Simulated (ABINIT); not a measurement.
Ta2N in ABINIT: the effect of target pressure

Ta2N:

```
Ta N
1.0
     3.11286    0.00000    0.00000
    -1.55643    2.69582    0.00000
     0.00000    0.00000    4.86984
Ta N
2 1
Direct
  0.33333 0.66667 0.25471
  0.66667 0.33333 0.74529
  0.00000 0.00000 0.00000
```

The cell comes from a database or a generator and needn't be the stable form of this composition.

Alike in all runs:

```yaml
Program: ABINIT 10.8.3 (patched build)
Task: relaxation of cell and atoms
Functional: PBEsol
Potentials_or_basis: JTH PAW PBE v2.0
Cutoff: 707 eV
k_mesh: 8 × 8 × 5
Occupations: fermi-dirac, width 0.05 eV
Spin: no spin polarisation
```

Each run relaxes the cell or the atoms first.

| target pressure | relaxed volume (Å³/atom) |
| --- | --- |
| 0 GPa | 13.23 |
| 10 GPa | 12.80 |
| 20 GPa | ? |

What does the run with target pressure 20 GPa give?

Relaxed volume 12.44 Å³/atom.

Caveats: the PAW data sets were made with another functional, which shifts forces and pressure a little.
